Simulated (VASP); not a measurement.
Input of a VASP 6.6.1 run:

The input INCAR:

```
ALGO = Fast
DIPOL = 0.5 0.5 0.294
EDIFF = 1E-6
ENCUT = 520
GGA = PE
IDIPOL = 3
ISIF = 2
ISMEAR = 0
LASPH = True
LCHARG = False
LDIPOL = True
LREAL = False
LWAVE = False
NBANDS = 15
NELM = 100
PREC = Accurate
SIGMA = 0.1
```

KPOINTS

```
k-points
0
Gamma
  16 16 1
```

The input POSCAR:

```
TiSi
1.0
    3.4727044506      0.0000000000      0.0000000000
    0.0000000000      3.4727044506      0.0000000000
    0.0000000000      0.0000000000     23.8000000000
Ti Si
1 1
Direct
    0.5000000000      0.5000000000      0.2941176471
    0.0000000000      0.0000000000      0.2941176471
```

Potentials or basis: VASP PAW PBE potentials, release 64 (Ti_sv, Si).

Launch:

```sh
$ cat potpaw_PBE.64/Ti_sv/POTCAR potpaw_PBE.64/Si/POTCAR > POTCAR
$ mpirun -np 1 vasp_std > vasp.out
```

Question: Predict the band gap on the k mesh.

Answer: None (metal or under the smearing width).
